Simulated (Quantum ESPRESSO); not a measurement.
Runs of Quantum ESPRESSO 7.5 on N. Symmetry: Pa-3, No. 205, cubic system. The conventional cell has a = 5.561 Å, b = 5.561 Å, c = 5.561 Å, α = 90.00°, β = 90.00°, γ = 90.00°. N (site symmetry 3) has 1 N at 1.11 Å as nearest neighbours. 

| task | level | potentials or basis | cutoff (eV) | form of the LDA correlation | SCF threshold | symmetry | gap on the mesh (eV) | pressure (GPa) | V0 of scaled cells (Å³/atom) | B0 (GPa) | largest force (eV/Å) |
| --- | --- | --- | --- | --- | --- | --- | --- | --- | --- | --- | --- |
| band structure | LDA | GBRV 1.5 LDA | 612 | PZ81 | 1.6e-09 Ry | - | 7.07 | (b) | - | - | 0.68 |
| band structure | PBEsol | GBRV 1.5 PBEsol | 612 | - | 1.6e-09 Ry | - | 7.18 | 0.6 | - | - | 0.08 |
| equation of state | LDA | GBRV 1.5 LDA | 612 | PZ81 | 1.6e-09 Ry | - | - | - | (a) | 79 | - |
| equation of state | PBEsol | GBRV 1.5 PBEsol | 612 | - | 1.6e-09 Ry | - | - | - | 21.67 | 75 | - |
| band structure | r2SCAN | SG15 PBE 1.2 | 1197 | - | 1e-08 Ry | off | 7.98 | -2.2 | - | - | 1.76 |

Alike in all rows: no spin polarisation; cell as given; k mesh 5 × 5 × 5; smearing fermi-dirac 0.05 eV.

Problem. Estimate the missing entries.

Solution. (a) 21.08; (b) -1.5.

Caveats: the cell was scaled at fixed shape and fractional positions, which overstates the stiffness of a crystal with free parameters, most of all of layers and chains (some runs); the potentials were made for another functional, which shifts forces and pressure (some runs).

Runs at the PBE level aren't shown here.
